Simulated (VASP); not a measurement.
Write the native input for VASP 6.6.1 that does the following.

| Property | Result |
| --- | --- |
| Task | single point |
| Functional | BLYP |
| Potentials or basis | VASP PAW PBE potentials, release 64 (Ca_sv) |
| Cutoff | 520 eV |
| k mesh | 15 × 15 × 8 |
| Occupations | fermi-dirac, width 0.1 eV |
| Spin | no spin polarisation |
| Dipole correction | no |
| Further INCAR settings | ALGO = Fast; EDIFF = 1e-06; NBANDS = 17 |

The structure of Ca lies in POSCAR:

```
Ca
1.0
    3.9221024360      0.0000000000      0.0000000000
   -1.9610512180      3.3966403458      0.0000000000
    0.0000000000      0.0000000000      6.4357869488
Ca
2
Direct
    0.3333333333      0.6666666667      0.2500000000
    0.6666666667      0.3333333333      0.7500000000
```

This isn't the form of Ca at room conditions, which is fcc.

The input as run:

INCAR

```
SYSTEM = Ca
PREC = Accurate
ENCUT = 520
EDIFF = 1E-6
ISMEAR = -1
SIGMA = 0.1
LREAL = .False.
LASPH = .True.
NELM = 60
ALGO = Fast
ISIF = 2
LWAVE = .False.
LCHARG = .True.
GGA = B5
ALDAX = 1.0
AGGAX = 1.0
AGGAC = 1.0
ALDAC = 0.0
LELF = .True.
LVHAR = .True.
NBANDS = 17
```

KPOINTS

```
Automatic mesh
0
Gamma
  15 15 8
  0 0 0
```

Potentials or basis: VASP PAW PBE potentials, release 64 (Ca_sv).

Run with:

```bash
$ cat potpaw_PBE.64/Ca_sv/POTCAR > POTCAR
$ mpirun -np 1 vasp_std > vasp.out
```

Results of the run:

| Quantity | Value |
| --- | --- |
| Pressure | 0.0 GPa |
| Band gap on the k mesh | none (metal or under the smearing width) |

Caveat: the PAW data sets were made with another functional, which shifts forces and pressure a little.

It took 5.9 min on 1 thread of AMD EPYC 7R43 64-Core Processor (Zen 3), on a shared host, peak memory 0.27 GiB.
